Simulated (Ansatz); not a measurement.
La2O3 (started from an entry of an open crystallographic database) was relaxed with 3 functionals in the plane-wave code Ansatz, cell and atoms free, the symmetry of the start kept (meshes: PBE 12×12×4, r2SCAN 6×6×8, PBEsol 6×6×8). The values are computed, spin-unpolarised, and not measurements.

The PBE result:
```cif
data_structure
_symmetry_space_group_name_H-M 'P 1'
_symmetry_Int_Tables_number 1
_cell_length_a 6.3714
_cell_length_b 6.3714
_cell_length_c 3.2872
_cell_angle_alpha 90.000
_cell_angle_beta 90.000
_cell_angle_gamma 120.000
_cell_volume 115.56
loop_
_atom_site_label
_atom_site_type_symbol
_atom_site_fract_x
_atom_site_fract_y
_atom_site_fract_z
_atom_site_occupancy
La1 La 0.33333 0.66667 0.50011 1
La2 La 0.66667 0.33333 0.49989 1
O1 O 0.50002 0.50002 0.00000 1
O2 O 0.49998 0.00000 0.00000 1
O3 O 0.00000 0.49998 0.00000 1
```

It is hexagonal, P6/mmm (No. 191); conventional cell a = 6.371 Å, c = 3.287 Å, 23.11 Å³ an atom. La has 6 O at 2.47 Å; O has 4 La at 2.47 Å.

Q: What lattice does PBEsol give?

A: a = 6.303 Å, c = 3.252 Å; the volume differs by -3.2 % from PBE's. La has 6 O at 2.44 Å; O has 4 La at 2.44 Å.

Q: How does the cell change with r2SCAN?

A: a = 6.355 Å, c = 3.279 Å; the volume differs by -0.8 % from PBE's. La is surrounded by 6 O at 2.46 Å; O is surrounded by 4 La at 2.46 Å.

Q: Held at the r2SCAN cell, what mean stress does PBE find, and does its sign point to its own minimum?

A: Yes. PBE +0.74 GPa, and its relaxed volume is +0.8 % from r2SCAN's. Compression counts positive, so a positive stress asks for a larger cell.
